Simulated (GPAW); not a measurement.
**The basis that the transmission of a Sb chain with two Pd atoms in line needs**

Wanted: the zero-bias transmission of a Sb chain with two Pd atoms in line on a ladder of levels, with run times.

Main program and level: GPAW 26.7.0; GPAW LCAO, PAW setups; Landauer transmission from Green's functions with principal layers (ASE), zero bias.

## 1. Starting point

The cell holds 10 atoms: 8 Sb and 2 Pd. Its edges and angles: a = 9.000 Å, b = 9.000 Å, c = 26.973 Å, α = 90.0°, β = 90.0°, γ = 90.0°. Regions: left lead, 4 atoms (4 Sb); channel, 2 atoms (2 Pd); right lead, 4 atoms (4 Sb). Vacuum lies along a and b. The structure is stacked along c, and the current runs across the ab planes.

## 2. Double-zeta polarised basis

Localised orbitals split the wire into layers that couple to their neighbours alone, which is what the Green's function method needs; double zeta with polarisation is the usual level for numbers.

File run.py:

```python
import json
import numpy as np
from ase import Atoms
from ase.transport.calculators import TransportCalculator
from gpaw import GPAW, FermiDirac
from gpaw.lcao.tools import get_lcao_hamiltonian
from scipy.linalg import eigh

# The junction with lead layers at both ends, along the third cell vector
device = Atoms(
    ['Sb', 'Sb', 'Sb', 'Sb', 'Pd', 'Pd', 'Sb', 'Sb', 'Sb', 'Sb'],
    positions=[
        [4.50000, 4.50000, 1.37500],
        [4.50000, 4.50000, 4.12500],
        [4.50000, 4.50000, 6.87500],
        [4.50000, 4.50000, 9.62500],
        [4.50000, 4.50000, 12.23650],
        [4.50000, 4.50000, 14.73650],
        [4.50000, 4.50000, 17.34800],
        [4.50000, 4.50000, 20.09800],
        [4.50000, 4.50000, 22.84800],
        [4.50000, 4.50000, 25.59800]],
    cell=[[9.0, 0.0, 0.0], [0.0, 9.0, 0.0], [0.0, 0.0, 26.973]],
    pbc=True)

# One principal layer of the lead: the first 2 atoms of the device
lead = Atoms(
    ['Sb', 'Sb'],
    positions=[
        [4.50000, 4.50000, 1.37500],
        [4.50000, 4.50000, 4.12500]],
    cell=[[9.0, 0.0, 0.0], [0.0, 9.0, 0.0], [0.0, 0.0, 5.5]],
    pbc=True)

settings = dict(mode='lcao', basis='dzp', xc='PBE', h=0.2,
                occupations=FermiDirac(0.1), maxiter=250,
                mixer=dict(beta=0.1, nmaxold=8, weight=100.0),
                convergence=dict(density=0.0001))
energies = np.arange(-2, 2 + 1e-9, 0.05)
eta = 0.0001
n1, n2 = 1, 1
# k and -k transmit alike, so half of the mesh across the current serves
mesh = [(i, j) for i in range(n1) for j in range(n2) if (i, j) <= (-i % n1, -j % n2)]
weights = np.array([1 if (i, j) == (-i % n1, -j % n2) else 2 for i, j in mesh]) / (n1 * n2)

# [... helper functions left out ...]
fermi_lead = ground_state(lead, (1, 1, 20), 'lead.txt')
fermi_device = ground_state(device, (1, 1, 3), 'device.txt')
# [... loop over the mesh left out, but for ...]
        # Shift the lead onto the potential of the device's first layer
        shift = ((H[:, 0, 0] - H0[:, 0, 0]) / S0[0, 0]).real.mean()
# [...]
kT = 8.617333e-5 * 200
bias = [0.1, 0.2, 0.5, 1.0, 1.5, 2.0]
# [... integrals and printing left out ...]
```

The run is started by

```console
$ OMP_NUM_THREADS=1 OPENBLAS_NUM_THREADS=1 python run.py
```

Log:

```text
basis functions: device 238, principal layer 46
Fermi level: lead -3.1685 eV, device -3.2726 eV; lead shifted by -0.0349 eV
largest coupling past the next layer 7.84e-05 eV, largest misfit of the first layer 0.034 eV
  E-E_F (eV)   T (one spin)  [channel counts left out]
    -2.000    8.9436e-01
    -1.950    8.7987e-01
    -1.900    8.6527e-01
    -1.850    8.5069e-01
    -1.800    8.3625e-01
    -1.750    8.2206e-01
    -1.700    8.0822e-01
    -1.650    7.9482e-01
    -1.600    1.7179e+00
    -1.550    2.6096e+00
    -1.500    2.7499e+00
    -1.450    2.7094e+00
    -1.400    2.6420e+00
    -1.350    2.5748e+00
    -1.300    2.5097e+00
    -1.250    2.4448e+00
[...]
1.650    5.7986e-01
     1.700    5.5910e-01
     1.750    5.3831e-01
     1.800    5.1740e-01
     1.850    4.9630e-01
     1.900    4.7489e-01
     1.950    4.5310e-01
     2.000    4.4860e-01
conductance at 200 K: 1.4477 G0 a cell; thermopower -1.512 uV/K
current from the zero-bias T(E) at 0.1 V: 11.226 uA
current from the zero-bias T(E) at 0.2 V: 22.506 uA
current from the zero-bias T(E) at 0.5 V: 57.108 uA
current from the zero-bias T(E) at 1.0 V: 118.81 uA
current from the zero-bias T(E) at 1.5 V: 180.01 uA
current from the zero-bias T(E) at 2.0 V: 238.04 uA
```

The job ended after 100 s (1 thread of Intel Xeon Platinum 8375C at 2.90GHz (Ice Lake), shared host; peak memory 0.92 GiB).

Numbers from this step:

| Item | Value |
| --- | --- |
| conductance | 1.448 G₀ |
| thermopower | -1.512 μV/K |
| largest coupling past the next principal layer | 7.84e-5 eV |
| largest misfit of the first principal layer | 0.03448 eV |
| shift that aligns the lead | -0.03489 eV |
| basis functions of the junction | 238 |
| basis functions of a principal layer | 46 |
| transmission at the Fermi level (one spin) | 1.446 |

One spin. The transmission, zone mean by energy, zero at the Fermi level:

| energy (eV) | transmission, zone mean |
| --- | --- |
| -2.00 | 0.894 |
| -1.85 | 0.851 |
| -1.70 | 0.808 |
| -1.60 | 1.72 |
| -1.50 | 2.75 |
| -1.45 | 2.71 |
| -1.30 | 2.51 |
| -1.15 | 2.31 |
| -1.05 | 2.18 |
| -0.90 | 2.03 |
| -0.75 | 1.96 |
| -0.60 | 1.99 |
| -0.50 | 1.97 |
| -0.35 | 1.71 |
| -0.20 | 1.47 |
| -0.05 | 1.43 |
| 0.00 | 1.45 |
| 0.05 | 1.47 |
| 0.20 | 1.53 |
| 0.35 | 1.46 |
| 0.50 | 1.31 |
| 0.60 | 1.20 |
| 0.75 | 1.06 |
| 0.90 | 0.951 |
| 1.05 | 0.858 |
| 1.15 | 0.804 |
| 1.30 | 0.731 |
| 1.45 | 0.664 |
| 1.60 | 0.601 |
| 1.70 | 0.559 |
| 1.85 | 0.496 |
| 2.00 | 0.449 |

Not self-consistent under bias; the bias window is split evenly. Current through one cell, from the zero-bias transmission against bias:

| bias (V) | current through one cell, from the zero-bias transmission (μA) |
| --- | --- |
| 0.100 | 11.2 |
| 0.200 | 22.5 |
| 0.500 | 57.1 |
| 1.000 | 119 |
| 1.500 | 180 |
| 2.000 | 238 |

Table of transmission of the three most open eigenchannels by energy, zero at the Fermi level:

| energy (eV) | channel 1 | channel 2 | channel 3 |
| --- | --- | --- | --- |
| -2.00 | 0.894 | 0 | 0 |
| -1.90 | 0.865 | 0 | 0 |
| -1.80 | 0.836 | 3.2e-12 | 3.2e-12 |
| -1.70 | 0.808 | 3.3e-10 | 3.3e-10 |
| -1.55 | 0.920 | 0.920 | 0.770 |
| -1.45 | 0.981 | 0.981 | 0.748 |
| -1.35 | 0.923 | 0.923 | 0.729 |
| -1.25 | 0.865 | 0.865 | 0.716 |
| -1.15 | 0.802 | 0.802 | 0.709 |
| -1.05 | 0.736 | 0.736 | 0.711 |
| -0.90 | 0.740 | 0.644 | 0.644 |
| -0.80 | 0.787 | 0.593 | 0.593 |
| -0.70 | 0.863 | 0.552 | 0.552 |
| -0.60 | 0.955 | 0.517 | 0.517 |
| -0.50 | 0.997 | 0.487 | 0.487 |
| -0.40 | 0.903 | 0.459 | 0.459 |
| -0.25 | 0.696 | 0.415 | 0.415 |
| -0.15 | 0.664 | 0.384 | 0.384 |
| -0.05 | 0.723 | 0.352 | 0.352 |
| 0.00 | 0.775 | 0.336 | 0.336 |
| 0.05 | 0.834 | 0.320 | 0.320 |
| 0.15 | 0.942 | 0.289 | 0.289 |
| 0.25 | 0.996 | 0.261 | 0.261 |
| 0.40 | 0.963 | 0.224 | 0.224 |
| 0.50 | 0.901 | 0.204 | 0.204 |
| 0.60 | 0.832 | 0.186 | 0.186 |
| 0.70 | 0.768 | 0.170 | 0.170 |
| 0.80 | 0.711 | 0.156 | 0.156 |
| 0.90 | 0.663 | 0.144 | 0.144 |
| 1.05 | 0.605 | 0.126 | 0.126 |
| 1.15 | 0.574 | 0.115 | 0.115 |
| 1.25 | 0.548 | 0.103 | 0.103 |
| 1.35 | 0.526 | 0.0909 | 0.0909 |
| 1.45 | 0.508 | 0.0781 | 0.0781 |
| 1.55 | 0.492 | 0.0647 | 0.0647 |
| 1.70 | 0.473 | 0.0428 | 0.0428 |
| 1.80 | 0.463 | 0.0270 | 0.0270 |
| 1.90 | 0.455 | 0.00990 | 0.00990 |
| 2.00 | 0.449 | 4.4e-10 | 4.4e-10 |

Couplings past the next layer reach 7.8e-5 eV, small enough to drop; the matrix elements of the cell's first layer differ from the bulk lead's by up to 0.034 eV. That layer keeps its own values in the calculation, and only beyond it is the lead taken as perfect. The Fermi levels of lead and junction count from different zeros of potential, one for each periodic cell; with both set to zero, the small remaining shift is what aligns them. By hand: G = 1.448 × 77.48 μS = 112 μS, a resistance of 8.91 kΩ; at 0.1 V a linear junction would pass 11.2 μA, and the integral over the bias window gives 11.2 μA. Mott's formula, S = -(π²/3)(k_B²T/e) d ln T/dE, has the prefactor 4.89 μV/K·eV at 200 K; T = 1.426 at -0.05 eV and 1.473 at 0.05 eV give a slope of 0.328 per eV and S = -1.60 μV/K, beside -1.51 μV/K from the thermal integral, which interpolates the same grid.

## 3. Single-zeta polarised basis

The second zeta is dropped, the polarisation orbitals stay.

Changes to run.py since step 2:

```diff
@@ -34,3 +34,3 @@
 
-settings = dict(mode='lcao', basis='dzp', xc='PBE', h=0.2,
+settings = dict(mode='lcao', basis='szp(dzp)', xc='PBE', h=0.2,
                 occupations=FermiDirac(0.1), maxiter=250,
```

Log:

```text
basis functions: device 142, principal layer 28
Fermi level: lead -3.3263 eV, device -3.4289 eV; lead shifted by -0.0382 eV
largest coupling past the next layer 7.83e-05 eV, largest misfit of the first layer 0.037 eV
  E-E_F (eV)   T (one spin)  [channel counts left out]
    -2.000    8.9273e-01
    -1.950    8.8041e-01
    -1.900    8.6832e-01
    -1.850    8.5662e-01
    -1.800    8.4543e-01
    -1.750    8.3489e-01
    -1.700    8.2513e-01
    -1.650    8.1627e-01
    -1.600    2.7825e+00
    -1.550    2.5884e+00
    -1.500    2.4073e+00
    -1.450    2.3062e+00
    -1.400    2.2410e+00
    -1.350    2.1896e+00
    -1.300    2.1418e+00
    -1.250    2.0941e+00
[...]
1.650    5.5473e-01
     1.700    5.3731e-01
     1.750    5.2001e-01
     1.800    5.0264e-01
     1.850    4.8505e-01
     1.900    4.6717e-01
     1.950    4.5198e-01
     2.000    4.4219e-01
conductance at 200 K: 1.0347 G0 a cell; thermopower -2.786 uV/K
current from the zero-bias T(E) at 0.1 V: 8.0327 uA
current from the zero-bias T(E) at 0.2 V: 16.158 uA
current from the zero-bias T(E) at 0.5 V: 41.845 uA
current from the zero-bias T(E) at 1.0 V: 90.895 uA
current from the zero-bias T(E) at 1.5 V: 146.48 uA
current from the zero-bias T(E) at 2.0 V: 201.07 uA
```

The job ended after 82 s (1 thread; peak memory 0.89 GiB).

This step gave:

* conductance: 1.035 G₀
* thermopower: -2.786 μV/K
* largest coupling past the next principal layer: 7.83e-5 eV
* largest misfit of the first principal layer: 0.03695 eV
* shift that aligns the lead: -0.03818 eV
* basis functions of the junction: 142
* basis functions of a principal layer: 28
* transmission at the Fermi level (one spin): 1.031

One spin. Table of transmission, zone mean by energy, zero at the Fermi level:

| energy (eV) | transmission, zone mean |
| --- | --- |
| -2.00 | 0.893 |
| -1.85 | 0.857 |
| -1.70 | 0.825 |
| -1.60 | 2.78 |
| -1.45 | 2.31 |
| -1.30 | 2.14 |
| -1.15 | 2.00 |
| -1.05 | 1.92 |
| -0.90 | 1.86 |
| -0.75 | 1.84 |
| -0.60 | 1.67 |
| -0.50 | 1.45 |
| -0.35 | 1.15 |
| -0.20 | 1.02 |
| -0.05 | 1.01 |
| 0.00 | 1.03 |
| 0.05 | 1.07 |
| 0.20 | 1.22 |
| 0.35 | 1.34 |
| 0.40 | 1.34 |
| 0.50 | 1.30 |
| 0.60 | 1.21 |
| 0.75 | 1.07 |
| 0.90 | 0.935 |
| 1.05 | 0.827 |
| 1.15 | 0.768 |
| 1.30 | 0.692 |
| 1.45 | 0.628 |
| 1.60 | 0.572 |
| 1.70 | 0.537 |
| 1.85 | 0.485 |
| 2.00 | 0.442 |

Not self-consistent under bias; the bias window is split evenly. Table of current through one cell, from the zero-bias transmission by bias:

| bias (V) | current through one cell, from the zero-bias transmission (μA) |
| --- | --- |
| 0.100 | 8.03 |
| 0.200 | 16.2 |
| 0.500 | 41.8 |
| 1.000 | 90.9 |
| 1.500 | 146 |
| 2.000 | 201 |

Table of transmission of the three most open eigenchannels by energy, zero at the Fermi level:

| energy (eV) | channel 1 | channel 2 | channel 3 |
| --- | --- | --- | --- |
| -2.000 | 0.893 | 0 | 0 |
| -1.800 | 0.845 | 3.5e-12 | 3.5e-12 |
| -1.600 | 0.987 | 0.987 | 0.808 |
| -1.400 | 0.791 | 0.725 | 0.725 |
| -1.200 | 0.805 | 0.621 | 0.621 |
| -1.000 | 0.870 | 0.511 | 0.511 |
| -0.800 | 0.982 | 0.433 | 0.433 |
| -0.600 | 0.899 | 0.386 | 0.386 |
| -0.400 | 0.535 | 0.350 | 0.350 |
| -0.200 | 0.397 | 0.310 | 0.310 |
| 0.000 | 0.507 | 0.262 | 0.262 |
| 0.200 | 0.795 | 0.214 | 0.214 |
| 0.400 | 0.994 | 0.173 | 0.173 |
| 0.600 | 0.933 | 0.140 | 0.140 |
| 0.800 | 0.790 | 0.115 | 0.115 |
| 1.000 | 0.671 | 0.0949 | 0.0949 |
| 1.200 | 0.587 | 0.0770 | 0.0770 |
| 1.400 | 0.529 | 0.0597 | 0.0597 |
| 1.600 | 0.490 | 0.0413 | 0.0413 |
| 1.800 | 0.463 | 0.0199 | 0.0199 |
| 2.000 | 0.442 | 2.4e-10 | 2.4e-10 |

The conductance, 1.03 G₀, lies 29 % below that of the dzp run.

## 4. GPAW, sz: basis = "sz(dzp)"

The minimal basis is the cheapest rung: no second zeta and no polarisation.

Changes to run.py since step 3:

```diff
@@ -34,3 +34,3 @@
 
-settings = dict(mode='lcao', basis='szp(dzp)', xc='PBE', h=0.2,
+settings = dict(mode='lcao', basis='sz(dzp)', xc='PBE', h=0.2,
                 occupations=FermiDirac(0.1), maxiter=250,
```

Log:

```text
basis functions: device 96, principal layer 18
Fermi level: lead -3.0919 eV, device -3.2539 eV; lead shifted by -0.0481 eV
largest coupling past the next layer 7.89e-05 eV, largest misfit of the first layer 0.032 eV
  E-E_F (eV)   T (one spin)  [channel counts left out]
    -2.000    8.9048e-01
    -1.950    8.7609e-01
    -1.900    8.6180e-01
[...]
1.950    4.8427e-01
     2.000    4.8037e-01
conductance at 200 K: 1.1693 G0 a cell; thermopower -1.932 uV/K
current from the zero-bias T(E) at 0.1 V: 9.0751 uA
current from the zero-bias T(E) at 0.2 V: 18.24 uA
current from the zero-bias T(E) at 0.5 V: 47.022 uA
current from the zero-bias T(E) at 1.0 V: 101.92 uA
current from the zero-bias T(E) at 1.5 V: 163.6 uA
current from the zero-bias T(E) at 2.0 V: 223.23 uA
```

It took 69 s on 1 thread; peak memory 0.85 GiB.

Numbers from this step:

- conductance: 1.169 G₀
- thermopower: -1.932 μV/K
- largest coupling past the next principal layer: 7.89e-5 eV
- largest misfit of the first principal layer: 0.03196 eV
- shift that aligns the lead: -0.04814 eV
- basis functions of the junction: 96
- basis functions of a principal layer: 18
- transmission at the Fermi level (one spin): 1.166

The conductance, 1.17 G₀, lies 19 % below that of the dzp run.

## 5. LDA in the dzp basis: xc = "LDA"

Back in the dzp basis, the functional changes from PBE to LDA, to set the spread between functionals beside that between bases.

Changes to run.py since step 4:

```diff
@@ -34,3 +34,3 @@
 
-settings = dict(mode='lcao', basis='sz(dzp)', xc='PBE', h=0.2,
+settings = dict(mode='lcao', basis='dzp', xc='LDA', h=0.2,
                 occupations=FermiDirac(0.1), maxiter=250,
```

Log:

```text
basis functions: device 238, principal layer 46
Fermi level: lead -3.3983 eV, device -3.5349 eV; lead shifted by -0.0253 eV
largest coupling past the next layer 7.80e-05 eV, largest misfit of the first layer 0.035 eV
  E-E_F (eV)   T (one spin)  [channel counts left out]
    -2.000    9.0217e-01
    -1.950    8.8905e-01
    -1.900    8.7578e-01
[...]
1.950    4.5044e-01
     2.000    4.4161e-01
conductance at 200 K: 1.5921 G0 a cell; thermopower -0.712 uV/K
current from the zero-bias T(E) at 0.1 V: 12.337 uA
current from the zero-bias T(E) at 0.2 V: 24.681 uA
current from the zero-bias T(E) at 0.5 V: 61.932 uA
current from the zero-bias T(E) at 1.0 V: 125.72 uA
current from the zero-bias T(E) at 1.5 V: 186.42 uA
current from the zero-bias T(E) at 2.0 V: 244.22 uA
```

Wall time 86 s (1 thread); peak memory 0.92 GiB.

This step gave:

```
conductance                                    : 1.592 G₀
largest coupling past the next principal layer : 7.80e-5 eV
largest misfit of the first principal layer    : 0.03454 eV
shift that aligns the lead                     : -0.02530 eV
basis functions of the junction                : 238
basis functions of a principal layer           : 46
transmission at the Fermi level (one spin)     : 1.592
```

One spin. Transmission, zone mean against energy, zero at the Fermi level:

| energy (eV) | transmission, zone mean |
| --- | --- |
| -2.000 | 0.902 |
| -1.800 | 0.849 |
| -1.600 | 1.15 |
| -1.500 | 2.75 |
| -1.400 | 2.68 |
| -1.200 | 2.39 |
| -1.000 | 2.13 |
| -0.800 | 1.97 |
| -0.600 | 1.98 |
| -0.400 | 1.93 |
| -0.200 | 1.62 |
| 0.000 | 1.59 |
| 0.200 | 1.58 |
| 0.400 | 1.39 |
| 0.600 | 1.18 |
| 0.800 | 1.01 |
| 1.000 | 0.881 |
| 1.200 | 0.779 |
| 1.400 | 0.688 |
| 1.600 | 0.601 |
| 1.800 | 0.514 |
| 2.000 | 0.442 |

The conductance, 1.59 G₀, lies 10 % above that of the dzp run.

## 6. Cost and result by level

Times are for 1 thread of Intel Xeon Platinum 8375C at 2.90GHz (Ice Lake), shared host. The runs compared:

| no. | run | conductance (G₀) | time | memory (GiB) |
| --- | --- | --- | --- | --- |
| 1 | dzp | 1.448 | 100 s | 0.92 |
| 2 | szp | 1.035 | 82 s | 0.89 |
| 3 | sz | 1.169 | 69 s | 0.85 |
| 4 | dzp LDA | 1.592 | 86 s | 0.92 |

## 7. The levels side by side

The curves are compared point by point over the common energies.

This step: comparison of transmission and cost over codes and levels (GPAW 26.7.0).

Ladder, by row:

| step | code | T at the Fermi level (sum over the listed spins) | conductance (G0) | r.m.s. T(E) from the first | wall time (s) | peak memory (GiB) | threads |
| --- | --- | --- | --- | --- | --- | --- | --- |
| dzp | GPAW | 1.446 | 1.448 | 0 | 99.63 | 0.92 | 1 |
| szp | GPAW | 1.031 | 1.035 | 0.277 | 81.75 | 0.89 | 1 |
| sz | GPAW | 1.166 | 1.169 | 0.2861 | 69.42 | 0.85 | 1 |
| dzp-LDA | GPAW | 1.592 | 1.592 | 0.08604 | 85.92 | 0.92 | 1 |

Transmission, zone mean, sum over the listed spins against energy, zero at the Fermi level:

| energy (eV) | dzp | szp | sz | dzp-LDA |
| --- | --- | --- | --- | --- |
| -2.000 | 0.894 | 0.893 | 0.890 | 0.902 |
| -1.800 | 0.836 | 0.845 | 0.834 | 0.849 |
| -1.600 | 1.72 | 2.78 | 2.75 | 1.15 |
| -1.550 | 2.61 | 2.59 | 2.77 | 2.46 |
| -1.500 | 2.75 | 2.41 | 2.73 | 2.75 |
| -1.400 | 2.64 | 2.24 | 2.62 | 2.68 |
| -1.200 | 2.38 | 2.05 | 2.37 | 2.39 |
| -1.000 | 2.12 | 1.89 | 2.14 | 2.13 |
| -0.800 | 1.97 | 1.85 | 2.05 | 1.97 |
| -0.600 | 1.99 | 1.67 | 1.96 | 1.98 |
| -0.400 | 1.82 | 1.23 | 1.49 | 1.93 |
| -0.200 | 1.47 | 1.02 | 1.18 | 1.62 |
| 0.000 | 1.45 | 1.03 | 1.17 | 1.59 |
| 0.200 | 1.53 | 1.22 | 1.32 | 1.58 |
| 0.400 | 1.41 | 1.34 | 1.39 | 1.39 |
| 0.600 | 1.20 | 1.21 | 1.26 | 1.18 |
| 0.800 | 1.02 | 1.02 | 1.07 | 1.01 |
| 1.000 | 0.887 | 0.861 | 0.898 | 0.881 |
| 1.200 | 0.778 | 0.741 | 0.768 | 0.779 |
| 1.400 | 0.686 | 0.649 | 0.668 | 0.688 |
| 1.600 | 0.601 | 0.572 | 0.590 | 0.601 |
| 1.800 | 0.517 | 0.503 | 0.522 | 0.514 |
| 2.000 | 0.449 | 0.442 | 0.480 | 0.442 |

(Part 1 of 2 ends here.)

[Logs are printed without paths, hosts, clocks, repeated set-up lines and the standing remarks that a program may print on its own settings, such as how far it seeks lower states.]

[Hosts, paths, dates, database ids (printed as entryN), source tags and the programs' standing remarks are cut or masked in the printed files.]
